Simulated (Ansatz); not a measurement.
# Ga: the cost of one run

Program: Ansatz 0.2.0. Level of theory: DFT PBE, scalar-relativistic, plane waves, PAW. These are calculated values, not measurements.

1 further run of the same task is left out (set aside as unsound or not needed).

## 1. The system as given

The structure is orthorhombic, space group Cmcm (No. 63). The conventional cell has a = 2.900 Å, b = 8.130 Å, c = 3.170 Å, α = 90.00°, β = 90.00°, γ = 90.00°. Ga (site symmetry m2m) has 8 Ga at 2.68 to 2.90 Å as nearest neighbours.

Structure file:

```
CELL_PARAMETERS angstrom
1.45000 -4.06500 0.00000
1.45000 4.06500 0.00000
0.00000 0.00000 3.17000
ATOMIC_POSITIONS crystal
Ga 0.86700 0.13300 0.25000
Ga 0.13300 0.86700 0.75000
```

The structure comes from the Crystallography Open Database.

## 2. A change within the space group

Against the listed cell: strain xx, yy, zz, yz, xz, xy = +9.4, +3.5, -2.6, +0.0, +0.0, +0.0 %; atoms moved by 0.25 Å root mean square, at most 0.25 Å.

The input, input.yaml:

```yaml
crystal:
  lattice:
    - [1.586416, -4.20617745, 0.0]
    - [1.586416, 4.20617745, 0.0]
    - [0.0, 0.0, 3.088848]
  atoms:
    - { symbol: Ga, position: [0.8977503075, 0.1022496925, 0.25] }
    - { symbol: Ga, position: [0.1022496925, 0.8977503075, 0.75] }
basis:
  ecutwfc: 420
kpoints:
  mp_grid: { grid: [16, 16, 14] }
hamiltonian:
  xc: pbe
scf:
  occupations: { method: gaussian, width: 0.1 }
output:
  forces: true
  stress: true
  eigenvalues: true
```

Run with:

```bash
$ ansatz run input.yaml --threads 1 --pin off --max-ram 1331MiB --backend cpu --events-out ev --progress --plain --runs-dir out
```

**Question.** How long does this run take on 1 thread of an x86-64 CPU, shared host, and how much memory does it need?

About 16 s, with a peak of 0.66 GiB.
